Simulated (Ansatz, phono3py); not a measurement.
# AlAs (F-43m): lattice thermal conductivity

Aim: the lattice thermal conductivity of AlAs against temperature, and which phonons carry it.

Experimental results on record:
- thermal conductivity 98 W/m/K near room temperature (given in “Combining the AFLOW GIBBS and Elastic Libraries to efficiently and robustly screen thermo-mechanical properties of solids”, 2017, arXiv:1611.05714)

Program: Ansatz 0.2.0. Level of theory: DFT LDA, scalar-relativistic, plane waves, PAW; PAW set soft_1. Results are calculated unless marked as measured.

## 1. Starting point

The structure is cubic, space group F-43m (No. 216). The conventional cell has a = 5.661 Å, b = 5.661 Å, c = 5.661 Å, α = 90.00°, β = 90.00°, γ = 90.00°. Al has 4 As at 2.45 Å nearest. Nearest to As lie 4 Al at 2.45 Å. Farther neighbours are not listed.

## 2. A first coarse run

A cheap single point shows whether the cell is a metal or an insulator and how far it is from rest; that sets the k-mesh and the occupations of what follows.

Contents of input.yaml:

```yaml
crystal:
  lattice:
    - [0.0, 2.8304, 2.8304]
    - [2.8304, 0.0, 2.8304]
    - [2.8304, 2.8304, 0.0]
  atoms:
    - { symbol: Al, position: [0.0, 0.0, 0.0] }
    - { symbol: As, position: [0.25, 0.25, 0.25] }
kpoints:
  mp_grid: { grid: [6, 6, 6] }
hamiltonian:
  xc: lda
  pseudopotentials: { kind: paw, azcp: { folder: soft_1 }, xc_functional: pbe }
scf:
  occupations: { method: gaussian, width: 0.1 }
  lower_state_search: "off"
output:
  forces: true
  stress: true
  eigenvalues: true
```

Launch:

```bash
> ansatz run input.yaml --threads 8 --pin off --max-ram 19456MiB --backend cpu --events-out ev --progress --plain --runs-dir out
```

Numbers of over 12 decimals in the logs are rounded to 6 here.

What it wrote:

```text
Engine: ansatz 0.2.0, aarch64-unknown-linux-gnu
Pseudopotentials: kind: paw
Pseudopotential: Al, paw, valence charge 3, recommended cutoff 420 eV (normal), soft_1/Al.paw.azcp
Pseudopotential: As, paw, valence charge 15, recommended cutoff 420 eV (normal), soft_1/As.paw.azcp
Functional definition: SPW92
  exchange = slater_x
  correlation = pw_c
Crystal: 2 atoms, lattice volume = 45.350 Å³
Basis set: ecut = 420 eV, 893 PW (Γ)
Bands: 13, of which v1, the nominal top of the filled ones, is band 9 counted from 1 (8 counted from 0)
Symmetry: 24 space group operations
Space group: F-43m (ITA 216), of the structure as read, at distance tolerance 3.6e-5 Å
k-points: 16 of 216 (time reversal used)
Non-local potential: Al, projectors of the file, l = 0: 2, l = 1: 2, l = 2: 1
Non-local potential: As, projectors of the file, l = 0: 2, l = 1: 2, l = 2: 3, l = 3: 1
PAW form: soft (Blöchl's): semilocal exchange-correlation on the pseudo side does not see the compensation charge
PAW frozen core: Al, regenerated for the run's functional, and the local potential with it (the file was generated under x = pbe(κ = 0.804, μ = 0.219515), c = pbe(β = 0.066725))
PAW frozen core: As, regenerated for the run's functional, and the local potential with it (the file was generated under x = pbe(κ = 0.804, μ = 0.219515), c = pbe(β = 0.066725))
PAW one-centre angular grid: Al, 110 points (default); XC on 64 Gauss nodes
PAW one-centre angular grid: As, 590 points (default); XC on 64 Gauss nodes
Initial density: superposition of atomic densities (chi_scale 0.1, normalization cell, long waves kept (reshape's long-wave potential 0.00 eV rms))
Initial wavefunctions: pseudopotential atomic-orbital guess
Functional: x = slater, c = lda
SCF iter   1: F=—  HF=-5287.740397 eV  |F-HF|=—  |Δ(HF+E_count)|=         —  Δρ=3.74e-2  dr2=7.66e-1  ethr=3.10e-3  ⟨swp⟩=5.2  Hψ=1227  notcnv=0
preconditioner: auto → none  [insulator: Δε(μ)=1.907 eV  Ē_g=10.123 eV  σ=0.100 eV  W_gap=1.00  n_scr=14 (ndim 8)  ℏωp=15.6 eV  f_vac=0.000  D(μ)=0.00/eV (n_scr^D=0)  ε∞_Penn≈3.4]
SCF iter   2: F=—  HF=-5287.508411 eV  |F-HF|=—  |Δ(HF+E_count)|=   2.32e-1  Δρ=1.58e-2  dr2=8.41e-2  ethr=3.10e-3  ⟨swp⟩=2.1  Hψ=423  notcnv=0
SCF iter   3: F=—  HF=-5287.483374 eV  |F-HF|=—  |Δ(HF+E_count)|=   2.50e-2  Δρ=4.27e-3  dr2=8.67e-3  ethr=4.67e-4  ⟨swp⟩=2.5  Hψ=403  notcnv=0
SCF iter   4: F=—  HF=-5287.479801 eV  |F-HF|=—  |Δ(HF+E_count)|=   3.57e-3  Δρ=9.00e-4  dr2=2.07e-4  ethr=4.82e-5  ⟨swp⟩=2.1  Hψ=346  notcnv=0
SCF iter   5: F=—  HF=-5287.479758 eV  |F-HF|=—  |Δ(HF+E_count)|=   4.31e-5  Δρ=1.70e-4  dr2=5.00e-6  ethr=1.15e-6  ⟨swp⟩=2.0  Hψ=287  notcnv=0
SCF iter   6: F=—  HF=-5287.479758 eV  |F-HF|=—  |Δ(HF+E_count)|=   2.60e-8  Δρ=2.02e-5  dr2=6.60e-8  ethr=5.56e-10  ⟨swp⟩=3.9  Hψ=1058  notcnv=0
SCF iter   7: F=-5287.479758 eV  HF=-5287.479758 eV  |F-HF|=5.16e-10  |Δ(HF+E_count)|=   1.99e-8  Δρ=8.90e-7  dr2=2.46e-10  ethr=3.67e-10  ⟨swp⟩=4.7  Hψ=837  notcnv=0
SCF 1 converged in 7 iterations: F = -5287.479758 eV  dr2 = 2.46e-10
  greatest PAW one-centre occupation: 0.999 electrons in one spin orbital (limit 2), on the As atom at site 1 (counted from 0), in its partial waves of l = 2
SCF converged after 7 iterations
Free energy (F): -5287.479758 eV
Harris-Foulkes:  -5287.479758 eV  (|F-HF|=5.16e-10)
Internal energy: -5287.479758 eV  (E = F + TS)
E sigma→0 (E₀):  -5287.479758 eV
Fermi energy:    6.542240 eV
--- Per-component energies (eV) ---
  E_band       = -277.046931
  E_kinetic    = 121.371193
  E_local      = -2387.137149  (includes V_loc(G=0)·N_el)
  E_nonlocal   = -378.967068
  E_hartree    = 1296.823452
  E_xc         = -107.756797
  E_vxc        = -103.689034  (∫ρ·V_xc dr)
  E_paw        = -2377.608269  (= ΣΔE_a)
  E_vpaw       = -122.270823  (= ΣTr[D̂ρ^β])
  E_aug_tail   = -0.000008  (compensation charges beyond the density's cutoff)
  E_ewald      = -1456.336059
  E_core_change = 2.130946  (= ΣΔE_core)
  E_smearing   = -0.000000  (= −TS)
  E_closure    = 0.000000  (closes the sum)
  Σ components = -5287.479758   (vs F -5287.479758, Δ=0.00e0)
--- Forces (eV/Å), atoms counted from 1 ---
  atom   1  Al     0.00000000    -0.00000000     0.00000000
  atom   2  As    -0.00000000    -0.00000000     0.00000000
  max |Σ_I F_I| component: 1.79e-16 eV/Å
--- Stress (GPa, compression-positive) ---
       -1.222238      -0.000000      -0.000000
       -0.000000      -1.222238       0.000000
       -0.000000       0.000000      -1.222238
  P = ⅓ Tr σ = -1.2222 GPa (-12.222 kbar)
--- Band table (eV; the first three rows and the last of 16) ---
  k-point 0: bands = [... 5 lower, -6.0397, 5.8690, 5.8690, 5.8690, 7.7166, 10.1315, 10.1315, 10.1315]
  k-point 1: bands = [... 5 lower, -5.7736, 3.7394, 5.6075, 5.6075, 8.5584, 10.5640, 10.5640, 10.9653]
  k-point 2: bands = [... 5 lower, -5.1017, 1.3543, 5.2097, 5.2097, 8.1124, 10.6996, 10.6996, 13.2219]
  k-point 15: bands = [... 5 lower, -4.0725, 0.6717, 2.9247, 3.1756, 8.9616, 9.9091, 12.9030, 13.6194]
```

The job ended after 0.4 s (8 threads of Arm Neoverse V1, shared host; peak memory 0.3 GiB; 1.6 s of CPU time).

Reading the cycles: dr2 is the Hartree energy of the density residual (eV), the measure of convergence; HF is the Harris–Foulkes estimate of the energy, which meets the free energy F at convergence.

This step gave:

- pressure: -1.222 GPa
- gap on the k-mesh: 1.347 eV
- volume per atom: 22.67 Å³/atom

The start is under -1.2 GPa at this level and looks like an insulator or semiconductor on this mesh.

## 3. Finding the static equilibrium

The vibrations must be taken about the equilibrium of this functional, not about the starting cell, so the structure is relaxed.

input.yaml, the sections that differ from step 2:

```yaml
kpoints:
  mp_grid: { grid: [8, 8, 8] }
scf:
  occupations: { method: gaussian, width: 0.02 }
  lower_state_search: "off"
relax:
  adjacent_minimum: "off"
  f_tol: 0.005
  max_steps: 80
  cell: { stress_tol: 0.05 }
# crystal, hamiltonian, output: as in step 2
```

What it wrote:

```text
[...]
Crystal: 2 atoms, lattice volume = 45.350 Å³
Basis set: ecut = 420 eV, 893 PW (Γ)
Bands: 13, of which v1, the nominal top of the filled ones, is band 9 counted from 1 (8 counted from 0)
Symmetry: 24 space group operations
[...]
k-points: 29 of 512 (time reversal used)
[...]
SCF iter   1: F=—  HF=-5287.747976 eV  |F-HF|=—  |Δ(HF+E_count)|=         —  Δρ=3.72e-2  dr2=7.57e-1  ethr=3.10e-3  ⟨swp⟩=5.8  Hψ=2314  notcnv=0
[...]
SCF iter   7: F=-5287.491113 eV  HF=-5287.491113 eV  |F-HF|=5.69e-10  |Δ(HF+E_count)|=   2.11e-8  Δρ=9.54e-7  dr2=3.08e-10  ethr=3.83e-10  ⟨swp⟩=5.0  Hψ=1714  notcnv=0
SCF 1 converged in 7 iterations: F = -5287.491113 eV  dr2 = 3.08e-10
[...]
relax step   1: F+E_penalty+E_count = -5287.49111308 eV  Δ(F+E_penalty+E_count) = +0.000e0 eV  max|allowed force component| = 9.483e-17 eV/Å  Δτ_max = 0.0000 Å  P = -1.235 GPa  Ω = 45.350 Å³  (7 SCF iters, dr2 threshold 1.00e-7 eV, accepted)
Crystal: 2 atoms, lattice volume = 44.688 Å³
[...]
iter 1 solved again at ethr=2.16e-6 eV; its pass at ethr=3.10e-3 eV (dr2=3.90e-4 eV) is discarded
[...]
SCF iter   4: F=-5287.494118 eV  HF=-5287.494118 eV  |F-HF|=3.55e-8  |Δ(HF+E_count)|=   1.78e-6  Δρ=2.07e-5  dr2=1.17e-7  ethr=1.11e-9  ⟨swp⟩=3.3  Hψ=1631  notcnv=0
SCF 2 converged in 4 iterations: F = -5287.494118 eV  dr2 = 1.17e-7
relax step   2: F+E_penalty+E_count = -5287.49411789 eV  Δ(F+E_penalty+E_count) = -3.005e-3 eV  max|allowed force component| = 2.835e-17 eV/Å  Δτ_max = 0.0000 Å  P = -0.166 GPa  Ω = 44.688 Å³  energy of the carried Pulay correction = +8.259e-5 eV  (4 SCF iters, dr2 threshold 2.00e-7 eV, accepted)
Crystal: 2 atoms, lattice volume = 44.587 Å³
[...]
SCF iter   4: F=-5287.494182 eV  HF=-5287.494182 eV  |F-HF|=5.59e-10  |Δ(HF+E_count)|=   5.49e-8  Δρ=3.54e-6  dr2=3.13e-9  ethr=3.82e-10  ⟨swp⟩=4.0  Hψ=1203  notcnv=0
SCF 3 converged in 4 iterations: F = -5287.494182 eV  dr2 = 3.13e-9
relax step   3: F+E_penalty+E_count = -5287.49418157 eV  Δ(F+E_penalty+E_count) = -6.368e-5 eV  max|allowed force component| = 3.220e-17 eV/Å  Δτ_max = 0.0000 Å  P = +0.005 GPa  Ω = 44.587 Å³  energy of the carried Pulay correction = +9.530e-5 eV  (4 SCF iters, dr2 threshold 6.88e-8 eV, accepted)
[...]
SCF iter   4: F=-5287.494093 eV  HF=-5287.494093 eV  |F-HF|=1.82e-11  |Δ(HF+E_count)|=  1.26e-10  Δρ=4.12e-7  dr2=1.63e-11  ethr=1.00e-12  ⟨swp⟩=4.3  Hψ=1780  notcnv=0
SCF 4 converged in 4 iterations: F = -5287.494093 eV  dr2 = 1.63e-11
relax step   4: F+E_penalty+E_count = -5287.49409272 eV  Δ(F+E_penalty+E_count) = +8.886e-5 eV  max|allowed force component| = 3.325e-17 eV/Å  Δτ_max = 0.0000 Å  P = +0.002 GPa  Ω = 44.587 Å³  stress off target by 1.91e-3 GPa  SCF on the basis re-selected at this cell (its energy is not comparable with the rows above)  (4 SCF iters)
basis re-selected at this cell: Δ(F+E_penalty+E_count) = +8.886e-5 eV, ΔP = -0.003 GPa vs the last step (what re-selecting the basis moved, of the pressure what is left beyond the Pulay correction that the steps carried, after the strain that the cell walked since its last selection, with what the two solves' SCF thresholds leave and, on support functions, any second-order correction that the steps lacked; it is no m [...]
SCF converged after 4 iterations
Free energy (F): -5287.494093 eV
[...]
Internal energy: -5287.494093 eV  (E = F + TS)
E sigma→0 (E₀):  -5287.494093 eV
Fermi energy:    6.707099 eV
[...]
--- Stress (GPa, compression-positive) ---
        0.001913       0.000000       0.000000
        0.000000       0.001913       0.000000
        0.000000       0.000000       0.001913
  P = ⅓ Tr σ = 0.0019 GPa (0.019 kbar)
--- Band table (eV; the first three rows and the last of 29) ---
  k-point 0: bands = [... 5 lower, -5.9580, 6.0452, 6.0452, 6.0452, 8.0291, 10.3419, 10.3419, 10.3419]
  k-point 1: bands = [... 5 lower, -5.8029, 4.5865, 5.8826, 5.8826, 8.7979, 10.6260, 10.6260, 10.7304]
  k-point 2: bands = [... 5 lower, -5.3724, 2.6026, 5.5623, 5.5623, 8.6131, 10.9623, 10.9623, 12.4703]
  k-point 28: bands = [... 5 lower, -3.9273, 0.9120, 2.7924, 3.1611, 10.3065, 11.7059, 11.7313, 12.0531]
--- Relaxed structure (3 steps of the walk, 3 accepted, 1 SCFs on fresh bases) ---
  F+E_penalty+E_count = -5287.49409272 eV   max|allowed force component| = 3.325e-17 eV/Å   (the final SCF, on the basis selected at the relaxed cell)
  cell:  # Å, volume = 44.5866 Å³
    - [0, 2.814437, 2.814437]
    - [2.814437, 0, 2.814437]
    - [2.814437, 2.814437, 0]
  atoms:
    - { symbol: Al, position: [0, 0, 0] }
    - { symbol: As, position: [0.25, 0.25, 0.25] }
```

It took 1.6 s on 8 threads; peak memory 0.36 GiB; 9 s of CPU time.

Relaxation path:

```tsv
step	energy less that of the first step (eV)	largest force component (eV/Å)	pressure (GPa)	volume (Å³)
1	0.0000	0.0000	-1.23	45.35
2	-0.0030	0.0000	-0.17	44.69
3	-0.0031	0.0000	0.00	44.59
4*	-0.0030	0.0000	0.00	44.59
```

Relaxation steps marked * repeat the geometry before them on a plane-wave basis chosen anew for their cell, so energy and pressure can jump there.

The run keeps the 24 symmetry operations that it works with, so distortions that break them were not tested.

```tsv
conventional cell, symmetrised	before	after	change
a (Å)	5.661	5.629	-0.6 %
b (Å)	5.661	5.629	-0.6 %
c (Å)	5.661	5.629	-0.6 %
volume (Å³/atom)	22.67	22.29	-1.7 %
```

The relaxed structure:

```xyz
2
Lattice="0.0000 2.8144 2.8144 2.8144 0.0000 2.8144 2.8144 2.8144 0.0000" Properties=species:S:1:pos:R:3 pbc="T T T"
Al    0.0000    0.0000    0.0000
As    1.4072    1.4072    1.4072
```

This step gave:

| Property | Result |
| --- | --- |
| pressure | 0.001913 GPa |
| gap on the k-mesh | 1.324 eV |
| volume per atom | 22.29 Å³/atom |

The relaxation ends with a pressure of 0.00 GPa.

## 4. Relaxing to small residual forces and stress

The relaxation is repeated with tighter thresholds on force and stress, since phonons are sensitive to what is left; a change of mesh or smearing in the input moves the cell too.

input.yaml, the sections that differ from step 3:

```yaml
crystal:
  lattice:
    - [0.0, 2.814436708, 2.814436708]
    - [2.814436708, 0.0, 2.814436708]
    - [2.814436708, 2.814436708, 0.0]
  atoms:
    - { symbol: Al, position: [0.0, 0.0, 0.0] }
    - { symbol: As, position: [0.25, 0.25, 0.25] }
kpoints:
  mp_grid: { grid: [9, 9, 9] }
scf:
  occupations: { method: fixed }
  lower_state_search: "off"
relax:
  adjacent_minimum: "off"
  f_tol: 0.001
  max_steps: 60
  cell: { stress_tol: 0.01 }
# hamiltonian, output: as in step 3
```

What it wrote:

```text
[...]
Crystal: 2 atoms, lattice volume = 44.587 Å³
Basis set: ecut = 420 eV, 893 PW (Γ)
Bands: 13, of which v1, the nominal top of the filled ones, is band 9 counted from 1 (8 counted from 0)
Symmetry: 24 space group operations
[...]
k-points: 35 of 729 (time reversal used)
[...]
k-point 34: bands = [... 5 lower, -3.9821, 0.9234, 2.7455, 3.4281, 10.0956, 11.2617, 11.4727, 13.2262]
--- Relaxed structure (1 steps of the walk, 1 accepted, 1 SCFs on fresh bases) ---
[...]
cell:  # Å, volume = 44.5866 Å³
    - [0.0, 2.814436708, 2.814436708]
    - [2.814436708, 0.0, 2.814436708]
    - [2.814436708, 2.814436708, 0.0]
  atoms:
    - { symbol: Al, position: [0.0, 0.0, 0.0] }
    - { symbol: As, position: [0.25, 0.25, 0.25] }
[key lines of the parts left out:]
SCF converged after 5 iterations
Free energy (F): -5287.495204 eV
Fermi energy:    6.044503 eV
P = ⅓ Tr σ = 0.0023 GPa (0.023 kbar)
```

Run time: 1.1 s. Hardware: 8 threads; peak memory 0.35 GiB; 6.1 s of CPU time.

Little changed from the start: no atom moved by 0.005 Å and no cell edge by 0.1 %.

This step gave:

| Item | Value |
| --- | --- |
| pressure | 0.002275 GPa |
| gap on the k-mesh | 1.395 eV |

The residual pressure is 0.0023 GPa, small enough for phonons.

## 5. An input with a fault

This input was changed on purpose, to see how the program answers.

input.yaml, the sections that differ from step 4:

```yaml
kpoints:
  mp_grid: { grid: [6, 6, 6] }
scf:
  occupations: { method: fixed }
  lower_state_search: "off"
  max_iter: 60
output:
  eigenvalues: true
phonons:
  supercell: [2, 2, 2]
  dielectric: false
  third_order: { supercell: [2, 2, 2], pair_cutoff: 1.0 }
  lattice_thermal_conductivity:
    qmesh: [9, 9, 9]
    temperatures: [300]
    isotope_mass_variance: [{ species: Al, variance: 0.0 }, { species: As, variance: 0.0 }]
# crystal, hamiltonian: as in step 4
# relax: removed
```

What it wrote:

```text
Error: invalid value for `phonons.third_order.pair_cutoff`: 1.0000 Å reaches no neighbour of site 0 of the crystal (counted from 0; the nearest site to it is 2.4374 Å away), so of that site only on-site third-order constants would be kept, which the sum rule sets to zero whatever the forces; raise pair_cutoff past that separation, and enlarge phonons.third_order.supercell if that is not below half its shortest translation
```

It took 0.1 s on 8 threads; peak memory 0.093 GiB.

The program refused the input before any cycle.

The program's message: “Error: invalid value for `phonons.third_order.pair_cutoff`: 1.0000 Å reaches no neighbour of site 0 of the crystal (counted from 0; the nearest site to it is 2.4374 Å away), so of that site only on-si …”

The fault put into the input: a pair cutoff that reaches no neighbour.

(Part 1 of 3 ends here.)

[Logs are printed without paths, hosts, clocks, repeated set-up lines and the standing remarks that a program may print on its own settings, such as how far it seeks lower states.]

[Hosts, paths, dates, database ids (printed as entryN), source tags and the programs' standing remarks are cut or masked in the printed files.]

[A step with changed settings may run another functional than the one named; its input shows which.]
